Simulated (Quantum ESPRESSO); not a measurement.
A run of Quantum ESPRESSO 7.5:

Contents of pw.in:

```
&CONTROL
  calculation = 'scf'
  prefix = 'pwscf'
  outdir = './tmp'
  pseudo_dir = './pseudo'
  tprnfor = .true.
  tstress = .true.
  disk_io = 'low'
/
&SYSTEM
  ibrav = 0
  nat = 1
  ntyp = 1
  ecutwfc = 36
  ecutrho = 216
  nbnd = 13
  occupations = 'smearing'
  smearing = 'gaussian'
  degauss = 0.00999582
/
&ELECTRONS
  conv_thr = 2d-10
  electron_maxstep = 120
  mixing_beta = 0.5
/
ATOMIC_SPECIES
W    183.8400 W.GGA_PBE-JTH.UPF
CELL_PARAMETERS angstrom
  -1.5823450000    1.5823450000    1.5823450000
   1.5823450000   -1.5823450000    1.5823450000
   1.5823450000    1.5823450000   -1.5823450000
ATOMIC_POSITIONS crystal
W      0.0000000000    0.0000000000    0.0000000000
K_POINTS automatic
12 12 12 0 0 0
```

File relax.in:

```
&CONTROL
  calculation = 'vc-relax'
  prefix = 'pwscf'
  outdir = './tmp'
  pseudo_dir = './pseudo'
  tprnfor = .true.
  tstress = .true.
  disk_io = 'low'
  nstep = 40
  forc_conv_thr = 0.0001
  etot_conv_thr = 1d-06
/
&SYSTEM
  ibrav = 0
  nat = 1
  ntyp = 1
  ecutwfc = 36
  ecutrho = 216
  nbnd = 13
  occupations = 'smearing'
  smearing = 'gaussian'
  degauss = 0.00999582
/
&ELECTRONS
  conv_thr = 2d-10
  electron_maxstep = 120
  mixing_beta = 0.5
/
&IONS
  ion_dynamics = 'bfgs'
/
&CELL
  cell_dynamics = 'bfgs'
  press = 0
  press_conv_thr = 0.2
/
ATOMIC_SPECIES
W    183.8400 W.GGA_PBE-JTH.UPF
CELL_PARAMETERS angstrom
  -1.5823450000    1.5823450000    1.5823450000
   1.5823450000   -1.5823450000    1.5823450000
   1.5823450000    1.5823450000   -1.5823450000
ATOMIC_POSITIONS crystal
W      0.0000000000    0.0000000000    0.0000000000
K_POINTS automatic
12 12 12 0 0 0
```

scf2.in

```
&CONTROL
  calculation = 'scf'
  prefix = 'pwscf'
  outdir = './tmp'
  pseudo_dir = './pseudo'
  tprnfor = .true.
  tstress = .true.
  disk_io = 'low'
/
&SYSTEM
  ibrav = 0
  nat = 1
  ntyp = 1
  ecutwfc = 36
  ecutrho = 216
  nbnd = 13
  occupations = 'smearing'
  smearing = 'gaussian'
  degauss = 0.00999582
/
&ELECTRONS
  conv_thr = 1d-13
  electron_maxstep = 120
  mixing_beta = 0.5
  startingpot = 'file'
  startingwfc = 'file'
/
ATOMIC_SPECIES
W    183.8400 W.GGA_PBE-JTH.UPF
CELL_PARAMETERS angstrom
  -1.5924473591    1.5924473591    1.5924473591
   1.5924473591   -1.5924473591    1.5924473591
   1.5924473591    1.5924473591   -1.5924473591
ATOMIC_POSITIONS crystal
W      0.0000000000    0.0000000000    0.0000000000
K_POINTS automatic
12 12 12 0 0 0
```

File ph.in:

```
phonons of W
&INPUTPH
  prefix = 'pwscf'
  outdir = './tmp'
  tr2_ph = 1d-16
  fildyn = 'dyn'
  niter_ph = 60
  alpha_mix(1) = 0.4
/
0.4330127019 0.4330127019 0.0000000000
```

Potentials or basis: JTH 2.0 PBE.

Command:

```bash
$ OMP_NUM_THREADS=1 pw.x -in pw.in > pw.out
$ OMP_NUM_THREADS=1 pw.x -in relax.in > relax.out
$ OMP_NUM_THREADS=1 pw.x -in scf2.in > scf2.out
$ OMP_NUM_THREADS=1 ph.x -in ph.in > ph.out
```

Hardware: 1 thread of Arm Neoverse V2, on a shared host.

Problem. How long does it take, and how much memory?

Solution. It took 2.1 min on 1 thread of Arm Neoverse V2, on a shared host, peak memory 0.1 GiB. Counts: scf iterations 54, k pools 1, bands 13, ion steps 4, k points 72, g dense 5721.
